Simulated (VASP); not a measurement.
# Ta2N (P-3m1) in VASP: settings compared

The runs below take Ta2N through single point, relaxation of cell and atoms, with PBE0(alpha), PBE+D4+U.

Program: VASP 6.6.1. These are calculated values, not measurements. Logs are shortened: lines on timing, memory, paths and dates and some standing lists are left out, and cuts for length are marked.

**1. The crystal as given**

The structure is trigonal, space group P-3m1 (No. 164). Conventional cell: a = 3.113 Å, b = 3.113 Å, c = 4.870 Å, α = 90.00°, β = 90.00°, γ = 120.00°. Ta (site symmetry 3m) has 3 N at 2.18 Å as nearest neighbours. N (site symmetry -3m) is surrounded by 6 Ta at 2.18 Å.

The cell comes from a database or a generator and needn't be the stable form of this composition.

**2. Single point, PBE0(alpha)**

The input, POSCAR:

```
Ta2N
1.0
    3.1128615060      0.0000000000      0.0000000000
   -1.5564307530      2.6958171426      0.0000000000
    0.0000000000      0.0000000000      4.8698410000
Ta N
2 1
Direct
    0.3333333333      0.6666666667      0.2547110000
    0.6666666667      0.3333333333      0.7452890000
    0.0000000000      0.0000000000      0.0000000000
```

The input, INCAR.step1:

```
SYSTEM = Ta2N
ALGO = Normal
EDIFF = 1E-5
ENCUT = 520
GGA = PE
ISIF = 2
ISMEAR = -1
LASPH = .True.
LCHARG = .False.
LREAL = .False.
LWAVE = .True.
NBANDS = 20
NELM = 80
PREC = Accurate
SIGMA = 0.05
```

The input, INCAR.step2:

```
SYSTEM = Ta2N
AEXX = 0.2
ALGO = Normal
EDIFF = 1E-7
ENCUT = 520
GGA = PE
HFRCUT = -1
ISIF = 2
ISMEAR = -1
ISTART = 1
LASPH = .True.
LCHARG = .False.
LHFCALC = .True.
LREAL = .False.
LWAVE = .False.
NBANDS = 20
NELM = 80
PREC = Accurate
PRECFOCK = Fast
SIGMA = 0.05
```

The input, KPOINTS:

```
k-points
0
Gamma
  5 5 3
  0 0 0
```

Potentials or basis: VASP PAW PBE potentials, release 64 (Ta_pv, N).

Launch:

```bash
> cat potpaw_PBE.64/Ta_pv/POTCAR potpaw_PBE.64/N/POTCAR > POTCAR
> cp INCAR.step1 INCAR
> mpirun -np 1 vasp_std > vasp.out
> cp INCAR.step2 INCAR
> mpirun -np 1 vasp_std > vasp.out
```

OUTCAR:

```text
SYSTEM = Ta2N
   AEXX = 0.2
   EDIFF = 1E-7
   ENCUT = 520
   GGA = PE
   ISIF = 2
   ISMEAR = -1
   ISTART = 1
   LASPH = .True.
   LHFCALC = .True.
   LREAL = .False.
   NELM = 80
   PREC = Accurate
   PRECFOCK = Fast

 ion  position               nearest neighbor table
   1  0.333  0.667  0.255-   3 2.18   3 2.18   3 2.18   2 2.99   2 2.99   2 2.99   2 3.06   2 3.06
                             2 3.06
   2  0.667  0.333  0.745-   3 2.18   3 2.18   3 2.18   1 2.99   1 2.99   1 2.99   1 3.06   1 3.06
                             1 3.06
   3  0.000  0.000  0.000-   1 2.18   2 2.18   1 2.18   2 2.18   2 2.18   1 2.18

  LATTYP: Found a hexagonal cell.
 ALAT       =     3.1128615060
 C/A-ratio  =     1.5644258476

  Lattice vectors:

 A1 = (   3.1128615060,   0.0000000000,   0.0000000000)
 A2 = (  -1.5564307530,   2.6958171426,   0.0000000000)
 A3 = (   0.0000000000,   0.0000000000,   4.8698410000)

Analysis of symmetry for initial positions (statically):
=====================================================================
 Subroutine PRICEL returns:
 Original cell was already a primitive cell.

 Routine SETGRP: Setting up the symmetry group for a
 hexagonal supercell.

 Subroutine GETGRP returns: Found 12 space group operations
 (whereof 12 operations were pure point group operations)
 out of a pool of 24 trial point group operations.

The static configuration has the point symmetry D_3d.

Analysis of symmetry for dynamics (positions and initial velocities):
=====================================================================
 Subroutine PRICEL returns:
 Original cell was already a primitive cell.

 Routine SETGRP: Setting up the symmetry group for a
 hexagonal supercell.

 Subroutine GETGRP returns: Found 12 space group operations
 (whereof 12 operations were pure point group operations)
 out of a pool of 24 trial point group operations.

The dynamic configuration has the point symmetry D_3d.

 Subroutine INISYM returns: Found 12 space group operations
 (whereof 12 operations are pure point group operations),
 and found     1 'primitive' translations

----------------------------------------------------------------------------------------

                                     Primitive cell

  volume of cell :      40.8663

  direct lattice vectors                    reciprocal lattice vectors
     3.112861506  0.000000000  0.000000000     0.321247829  0.185472520  0.000000000
    -1.556430753  2.695817143  0.000000000     0.000000000  0.370945041  0.000000000
     0.000000000  0.000000000  4.869841000     0.000000000  0.000000000  0.205345513

  length of vectors
     3.112861506  3.112861506  4.869841000     0.370945041  0.370945041  0.205345513

  position of ions in fractional coordinates (direct lattice)
     0.333333333  0.666666667  0.254711000
     0.666666667  0.333333333  0.745289000
     0.000000000  0.000000000  0.000000000

  ion indices of the primitive-cell ions
   primitive index   ion index
                 1           1
                 2           2
                 3           3

----------------------------------------------------------------------------------------

 KPOINTS: k-points

Automatic generation of k-mesh.
 Grid dimensions read from file:
 generate k-points for:    5    5    3

 Generating k-lattice:

  Cartesian coordinates                     Fractional coordinates (reciprocal lattice)
     0.064249566  0.037094504  0.000000000     0.200000000  0.000000000  0.000000000
     0.000000000  0.074189008  0.000000000     0.000000000  0.200000000  0.000000000
     0.000000000  0.000000000  0.068448504     0.000000000  0.000000000  0.333333333

  Length of vectors
     0.074189008  0.074189008  0.068448504

  Shift w.r.t. Gamma in fractional coordinates (k-lattice)
     0.000000000  0.000000000  0.000000000

 Subroutine IBZKPT returns following result:
 ===========================================

 Found     12 irreducible k-points:

 Following reciprocal coordinates:
            Coordinates               Weight
  0.000000  0.000000  0.000000      1.000000
  0.200000 -0.000000  0.000000      6.000000
  0.400000 -0.000000  0.000000      6.000000
  0.200000  0.200000  0.000000      6.000000
  0.400000  0.200000  0.000000      6.000000
  0.000000  0.000000  0.333333      2.000000
  0.200000 -0.000000  0.333333      6.000000
  0.000000  0.200000  0.333333      6.000000
  0.400000 -0.000000  0.333333      6.000000
  0.000000  0.400000  0.333333      6.000000
  0.200000  0.200000  0.333333     12.000000
  0.400000  0.200000  0.333333     12.000000
   k-points           NKPTS =     12   k-points in BZ     NKDIM =     75   number of bands    NBANDS=     20
   number of dos      NEDOS =    301   number of ions     NIONS =      3
   total plane-waves  NPLWV =  20736
   dimension x,y,z NGX =    24 NGY =   24 NGZ =   36
   dimension x,y,z NGXF=    48 NGYF=   48 NGZF=   72
   ions per type =               2   1
[... 37 lines left out ...]
   GGA     = PE    functional components
   LHFCALC =     T    Hartree Fock is set to
   PRECFOCK=fast      Normal, Fast or Accurate (Low or Medium for compatibility)
   ENCUT4O =  -1.0   cutoff for four orbital integrals eV
   NKREDX  =     1    reduce k-point grid by
   NKREDY  =     1    reduce k-point grid by
   NKREDZ  =     1    reduce k-point grid by
   AEXX    =    0.2000 exact exchange contribution
   HFSCREEN=    0.0000 screening length (either q_TF or 0.3 A-1)
   HFSCREENC=   0.0000 screening length for correlation (either q_TF or 0.3 A-1)
   ENCUTFOCK=  -1.0 apply spherical cutoff to Coloumb kernel
   IVDW    =     0    specifies the selected vdW correction
   LEPSILON=     F    determine dielectric tensor
   LRPA    =     F    only Hartree local field effects (RPA)
 non-spin polarized calculation
  energy-cutoff  :      520.00
  volume of cell :       40.87
 maximum number of plane-waves:      1108
 NGX is ok and might be reduce to    24
  NGX = 14; NGY = 14; NGZ = 24

 number of electron      26.9999996 magnetization

 Free energy of the ion-electron system (eV)
  ---------------------------------------------------
  ext. energy  EPLUGINS =         0.00000000
  ---------------------------------------------------
  free energy    TOTEN  =       -41.04738713 eV

  energy without entropy =      -41.04254113  energy(sigma->0) =      -41.04496413

 E-fermi :   7.4074     XC(G=0): -10.6421

 val. band max:        7.3508742565   @ k =   0.0000   0.4000   0.3333
 cond. band min:       7.7768124108   @ k =   0.2000  -0.0000   0.0000
 fundamental gap:      0.4259381543
 Fermi energy:         7.4073600206

 k-point     1 :       0.0000    0.0000    0.0000
  band No.  band energies     occupation
      1     -30.7468      2.00000
      2     -29.9411      2.00000
      3     -29.9411      2.00000
      4     -29.8082      2.00000
      5     -29.8082      2.00000
      6     -29.6747      2.00000
[... 12 lines left out ...]
     19       9.1294      0.00000
     20      13.0836      0.00000

 k-point     2 :       0.2000   -0.0000    0.0000
  band No.  band energies     occupation
      1     -30.6132      2.00000
      2     -30.1815      2.00000
      3     -30.0308      2.00000
      4     -30.0164      2.00000
      5     -29.8286      2.00000
      6     -29.7199      2.00000
[... 12 lines left out ...]
     19      11.7702      0.00000
     20      12.8590      0.00000

 k-point     3 :       0.4000   -0.0000    0.0000
  band No.  band energies     occupation
      1     -30.5811      2.00000
      2     -30.3661      2.00000
      3     -30.3352      2.00000
      4     -30.1323      2.00000
      5     -29.8736      2.00000
      6     -29.8725      2.00000
[... 12 lines left out ...]
     19      12.5193      0.00000
     20      13.1603      0.00000

 k-point     4 :       0.2000    0.2000    0.0000
  band No.  band energies     occupation
      1     -30.4395      2.00000
      2     -30.3754      2.00000
      3     -30.3431      2.00000
      4     -30.0869      2.00000
      5     -29.9557      2.00000
      6     -29.8270      2.00000
[... 153 lines left out ...]
 k-point    11 :       0.2000    0.2000    0.3333
  band No.  band energies     occupation
      1     -30.5407      2.00000
      2     -30.4440      2.00000
      3     -30.1323      2.00000
      4     -30.0889      2.00000
      5     -29.9833      2.00000
      6     -29.8230      2.00000
[... 12 lines left out ...]
     19      12.3775      0.00000
     20      13.6286      0.00000

 k-point    12 :       0.4000    0.2000    0.3333
  band No.  band energies     occupation
      1     -30.6169      2.00000
      2     -30.5183      2.00000
      3     -30.2963      2.00000
      4     -30.1437      2.00000
      5     -29.9439      2.00000
      6     -29.8568      2.00000
[... 12 lines left out ...]
     19      13.2629      0.00000
     20      13.9027      0.00000

------------------------ aborting loop because EDIFF is reached ----------------------------------------

  FORCE on cell =-STRESS in cart. coord.  units (eV):
  Direction    XX          YY          ZZ          XY          YZ          ZX
  --------------------------------------------------------------------------------------
  -------------------------------------------------------------------------------------
  Total       -2.5162857     -2.5162857     -0.2645738      0.0000000      0.0000000      0.0000000
  in kB      -98.6519132    -98.6519132    -10.3727131      0.0000000      0.0000000      0.0000000
  external PRESSURE =     -69.2255132 kB  Pullay stress =       0.0000000 kB

 VOLUME and BASIS-vectors are now :
 -----------------------------------------------------------------------------
  energy-cutoff  :      520.00
  volume of cell :       40.87
      direct lattice vectors                 reciprocal lattice vectors
     3.112861506  0.000000000  0.000000000     0.321247829  0.185472520  0.000000000
    -1.556430753  2.695817143  0.000000000     0.000000000  0.370945041  0.000000000
     0.000000000  0.000000000  4.869841000     0.000000000  0.000000000  0.205345513

 POSITION                                       TOTAL-FORCE (eV/Angst)
 -----------------------------------------------------------------------------------
     -0.00000      1.79721      1.24040        -0.000000      0.000000     -0.719214
      1.55643      0.89861      3.62944         0.000000      0.000000      0.719214
      0.00000      0.00000      0.00000        -0.000000      0.000000      0.000000
 -----------------------------------------------------------------------------------
    total drift:                                0.000000      0.000000     -0.000000

  FREE ENERGIE OF THE ION-ELECTRON SYSTEM (eV)
  ---------------------------------------------------
  free  energy   TOTEN  =       -41.0473871295 eV

  energy  without entropy=      -41.0425411338  energy(sigma->0) =      -41.04496413
```

Run time: 21 min. Hardware: 1 thread of Intel Xeon Platinum 8259CL at 2.50GHz (Skylake/Cascade Lake), shared host; peak memory 0.16 GiB.

Results:

```
Free energy            : -41.0474 eV
Pressure               : -6.9 GPa
Largest force          : 0.719 eV/Å
Band gap on the k mesh : none (metal or under the smearing width)
```

Forces in eV/Å, atoms in the order of the input:
```
Ta   0.000  0.000 -0.719
Ta   0.000  0.000  0.719
N    0.000  0.000  0.000
```

Levels at points of the mesh, in eV from the Fermi level:
```tsv
k point	band 9	band 10	band 11	band 12	band 13	band 14	band 15	band 16	band 17	band 18
(0.00, 0.00, 0.00)	-7.02	-7.02	-5.99	-0.77	-0.30	-0.30	0.59	0.86	0.86	1.72
```

Caveat: the k mesh is coarse (spacing up to 0.47 Å⁻¹), so the values aren't converged, least of all with exact exchange; the PAW data sets were made with another functional, which shifts forces and pressure a little. The run has no spin-orbit coupling, so splittings on Ta are missing.

**3. Single point, PBE0(alpha)**

POSCAR is that of step 2.

INCAR.step1 is that of step 2.

INCAR.step2, as its differences from that of step 2:

```diff
@@ -1,3 +1,3 @@
 SYSTEM = Ta2N
-AEXX = 0.2
+AEXX = 0.25
 ALGO = Normal
```

KPOINTS is that of step 2.

Potentials or basis: VASP PAW PBE potentials, release 64 (Ta_pv, N).

Launch:

```bash
> cat potpaw_PBE.64/Ta_pv/POTCAR potpaw_PBE.64/N/POTCAR > POTCAR
> cp INCAR.step1 INCAR
> mpirun -np 1 vasp_std > vasp.out
> cp INCAR.step2 INCAR
> mpirun -np 1 vasp_std > vasp.out
```

Run time: 14 min. Hardware: 1 thread of Intel Xeon Platinum 8259CL at 2.50GHz (Skylake/Cascade Lake), shared host; peak memory 0.17 GiB.

The run converged. Its results:

| Quantity | Value |
| --- | --- |
| Free energy | -42.7463 eV |
| Pressure | -8.5 GPa |
| Largest force | 0.786 eV/Å |
| Band gap on the k mesh | none (metal or under the smearing width) |

Forces in eV/Å, atoms in the order of the input:
```
Ta   0.000  0.000 -0.786
Ta   0.000  0.000  0.786
N    0.000  0.000  0.000
```

Stress tensor (GPa, compression positive):
```
-11.46   0.00   0.00
  0.00 -11.46   0.00
  0.00   0.00  -2.50
```

Levels at points of the mesh, in eV from the Fermi level:
| k point | band 10 | band 11 | band 12 | band 13 | band 14 | band 15 | band 16 | band 17 |
| --- | --- | --- | --- | --- | --- | --- | --- | --- |
| (0.00, 0.00, 0.00) | -7.27 | -6.24 | -0.79 | -0.30 | -0.30 | 0.66 | 1.02 | 1.02 |

Caveat: the k mesh is coarse (spacing up to 0.47 Å⁻¹), so the values aren't converged, least of all with exact exchange; the PAW data sets were made with another functional, which shifts forces and pressure a little. The run has no spin-orbit coupling, so splittings on Ta are missing.

**4. Relaxation of cell and atoms, PBE+D4+U (cell strained at random at fixed volume)**

The input, INCAR:

```
SYSTEM = Ta2N
ALGO = Fast
EDIFF = 1E-6
EDIFFG = -0.01
ENCUT = 600
GGA = PE
IBRION = 2
ISIF = 3
ISMEAR = 0
IVDW = 13
LASPH = .True.
LCHARG = .False.
LDAU = .True.
LDAUJ = 1 0
LDAUL = 2 -1
LDAUPRINT = 1
LDAUTYPE = 1
LDAUU = 3.5 0
LMAXMIX = 4
LREAL = .False.
LWAVE = .False.
NELM = 100
NSW = 40
PREC = Accurate
SIGMA = 0.05
```

The input, KPOINTS:

```
k-points
0
Gamma
  10 10 6
  0 0 0
```

The input, POSCAR:

```
Ta2N
1.0
    3.1451810000     -0.0113820000     -0.0640260000
   -1.5824480000      2.6734280000      0.0691490000
   -0.1001640000      0.0670850000      4.8735590000
Ta N
2 1
Direct
    0.3333333333      0.6666666667      0.2547110000
    0.6666666667      0.3333333333      0.7452890000
    0.0000000000      0.0000000000      0.0000000000
```

Potentials or basis: VASP PAW PBE potentials, release 54 (Ta_pv, N).

Launch:

```bash
> cat potpaw_PBE.54/Ta_pv/POTCAR potpaw_PBE.54/N/POTCAR > POTCAR
> mpirun -np 1 vasp_std > vasp.out
```

Wall time 21 min (1 thread of AMD EPYC 9R45 (Zen 5), shared host); peak memory 0.36 GiB.

Results (log left out):

```
Free energy                            : -30.8018 eV
Relaxed volume                         : 13.71 Å³/atom
Relaxed cell                           : a = 3.097 Å, b = 3.097 Å, c = 4.953 Å, α = 89.95°, β = 90.03°, γ = 120.04°
Space group after relaxing (to 0.05 Å) : P-3m1 (No. 164)
Energy gained by relaxing              : 20.1 meV/atom
Ionic steps                            : 16
Pressure after relaxing                : 0.0 GPa
Band gap on the k mesh                 : none (metal or under the smearing width)
Dispersion energy per atom             : -0.295 eV
```

Forces in eV/Å, atoms in the order of the input:
```
Ta   0.003  0.000  0.000
Ta  -0.003  0.000  0.000
N    0.000  0.000  0.000
```

Stress tensor (GPa, compression positive):
```
-0.02  0.07  0.03
 0.07 -0.01 -0.06
 0.03 -0.06  0.06
```

Step by step:
```tsv
step	energy change (eV)	largest force (eV/Å)	pressure (GPa)	volume (Å³)
1	0.0000	0.4664	2.93	40.87
2	-0.0135	0.2432	-7.39	42.32
3	-0.0429	0.0623	-3.16	41.64
4	-0.0469	0.1821	3.99	40.57
5	-0.0553	0.0930	0.64	41.05
6	-0.0594	0.0706	0.13	41.10
7	-0.0596	0.0665	0.14	41.09
8	-0.0596	0.0660	0.17	41.09
9	-0.0598	0.0407	-0.24	41.16
10	-0.0599	0.0356	-0.42	41.19
11	-0.0600	0.0307	-0.21	41.16
12	-0.0601	0.0338	-0.08	41.14
13	-0.0601	0.0472	0.15	41.10
14	-0.0601	0.0412	0.06	41.12
15	-0.0602	0.0228	0.04	41.12
16	-0.0602	0.0026	0.01	41.12
```

Final structure:
```
CELL_PARAMETERS angstrom
3.09665 -0.00140 -0.00113
-1.54908 2.68147 0.00183
-0.00116 0.00139 4.95339
ATOMIC_POSITIONS crystal
Ta 0.33329 0.66646 0.25805
Ta 0.66671 0.33354 0.74195
N 0.00000 0.00000 0.00000
```

Levels at points of the mesh, in eV from the Fermi level:
| k point | band 11 | band 12 | band 13 | band 14 | band 15 | band 16 |
| --- | --- | --- | --- | --- | --- | --- |
| (0.00, 0.00, 0.00) | -5.47 | -0.85 | -0.22 | -0.21 | 0.00 | 0.52 |
| (0.50, 0.00, 0.00) | -4.58 | -2.79 | -1.57 | 1.39 | 1.97 | 3.84 |
| (0.00, 0.50, 0.00) | -4.58 | -2.79 | -1.57 | 1.39 | 1.97 | 3.84 |
| (0.50, 0.50, 0.00) | -4.58 | -2.79 | -1.58 | 1.37 | 1.98 | 3.84 |
| (0.00, 0.00, 0.50) | -3.26 | -2.96 | -0.99 | -0.97 | 1.55 | 1.72 |
| (0.50, 0.00, 0.50) | -3.42 | -2.40 | -2.27 | -0.64 | 0.71 | 3.56 |
| (0.00, 0.50, 0.50) | -3.42 | -2.40 | -2.27 | -0.64 | 0.71 | 3.56 |
| (0.50, 0.50, 0.50) | -3.43 | -2.40 | -2.27 | -0.65 | 0.72 | 3.56 |

Eigenvalues of the final occupation matrices:
```tsv
site	spin	trace	eigenvalues
site 1 d	1	1.14	0.21 0.21 0.23 0.23 0.25
site 1 d	2	1.14	0.21 0.21 0.23 0.23 0.25
site 2 d	1	1.14	0.21 0.21 0.23 0.23 0.25
site 2 d	2	1.14	0.21 0.21 0.23 0.23 0.25
```

Caveat: U without spin polarisation on a metal has little footing; pairwise dispersion overbinds metals, which lowers pressure and volume. The run has no spin-orbit coupling, so splittings on Ta are missing.

**5. Overview**

```tsv
task	level	potentials or basis	U	cell	k mesh	cutoff (eV)	smearing	share of exact exchange	grid for exact exchange (PRECFOCK)	exchange at q = 0	LDAUTYPE	hund's J	mesh quality	gap on the mesh (eV)	pressure (GPa)	largest force (eV/Å)
single point	PBE0(alpha)	VASP PAW PBE potentials, release 64 (Ta_pv, N)	-	as given	5 × 5 × 3	520	fermi-dirac 0.05 eV	0.2	Fast	truncated	-	-	coarse	none	-6.9	0.72
single point	PBE0(alpha)	VASP PAW PBE potentials, release 64 (Ta_pv, N)	-	as given	5 × 5 × 3	520	fermi-dirac 0.05 eV	0.25	Fast	truncated	-	-	coarse	none	-8.5	0.79
relaxation of cell and atoms	PBE+D4+U	VASP PAW PBE potentials, release 54 (Ta_pv, N)	Ta d U = 3.5 eV, J = 1.0 eV	relaxed from: cell strained at random at fixed volume	10 × 10 × 6	600	gaussian 0.05 eV	-	-	-	1	1	not flagged	none	0.0	-
```

Alike in all rows: no spin polarisation.

Caveats: some runs use coarse meshes; the PAW data sets were made with another functional, which shifts forces and pressure a little (some runs); U without spin polarisation on a metal has little footing (some runs); pairwise dispersion overbinds metals, which lowers pressure and volume (some runs).

Absolute energies hang on the potentials; compare differences alone.
